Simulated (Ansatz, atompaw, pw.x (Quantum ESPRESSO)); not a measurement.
**pw.x on bcc H: one setting changed**

Potential: PAW, atompaw 4.2.0.5, PBE; core none, reference 1s1; waves: 1s (bound): rc 1.30 bohr; 1s channel at 0.95 Ry: rc 1.30 bohr; 2p channel at -0.2 Ry: rc 1.30 bohr; local part: ultrasoft scheme with l = 2 at 0 Ry, radius 1.05 bohr; core correction: none; augmentation: sinc compensation charge, radius 1.25 bohr; PAW radius 1.30 bohr; waves and projectors: custom rrkj vanderbiltortho.

The reference run (k-mesh 18³, cutoffs 40/400 Ry, Fermi–Dirac 0.01 Ry, mixing_beta 0.4, conv_thr 1e-9, no spin) gives -2.36 GPa at 3.033 Å³/atom, where all-electron LAPW gives -2.27 GPa. This run, with its own iteration cap, changes conv_thr to 0.0001.

```
&control
  calculation='scf', prefix='x', pseudo_dir='./', outdir='./tmp', tstress=.true., disk_io='none'
/
&system
  ibrav=0, nat=1, ntyp=1, ecutwfc=40, ecutrho=400, nbnd=7,
  occupations='smearing', smearing='fd', degauss=0.01
/
&electrons
  conv_thr=0.0001, mixing_beta=0.4, electron_maxstep=70
/
ATOMIC_SPECIES
H 1.0 H.UPF
CELL_PARAMETERS angstrom
  -0.91187954 0.91187954 0.91187954
  0.91187954 -0.91187954 0.91187954
  0.91187954 0.91187954 -0.91187954
ATOMIC_POSITIONS crystal
H 0.0000 0.0000 0.0000
K_POINTS automatic
18 18 18 0 0 0
```

```bash
pw.x < H.scf.in > H.scf.out
```

How does the run end?

It converges in 1 iterations; the free energy moves by +0.0 meV/atom and the pressure by +0.38 GPa.

```
Message from routine setup:
     using ibrav=0 with symmetry is DISCOURAGED, use correct ibrav instead
     lattice parameter (alat)  =       2.9847  a.u.
     unit-cell volume          =      20.4677 (a.u.)^3
     number of electrons       =         1.00
     number of Kohn-Sham states=            7
     kinetic-energy cutoff     =      40.0000  Ry
     charge density cutoff     =     400.0000  Ry
     scf convergence threshold =      1.0E-04
     Exchange-correlation= SLA PW PBX PBC
     number of k points=   195  Fermi-Dirac smearing, width (Ry)=  0.0100
     iteration #  1     ecut=    40.00 Ry     beta= 0.40
     the Fermi energy is     3.5871 ev
!    total energy              =      -1.07532640 Ry
     estimated scf accuracy    <       0.00000126 Ry
     smearing contrib. (-TS)   =      -0.00045201 Ry
     convergence has been achieved in   1 iterations
          total   stress  (Ry/bohr**3)                   (kbar)     P=      -19.77
     Message from routine punch:
     Nothing written, as per user request (disk_io='none')
```

The run took about 2 s on one core of a shared host (Intel(R) Xeon(R) Platinum 8559C, 192 threads, 1488 GiB, load 93).
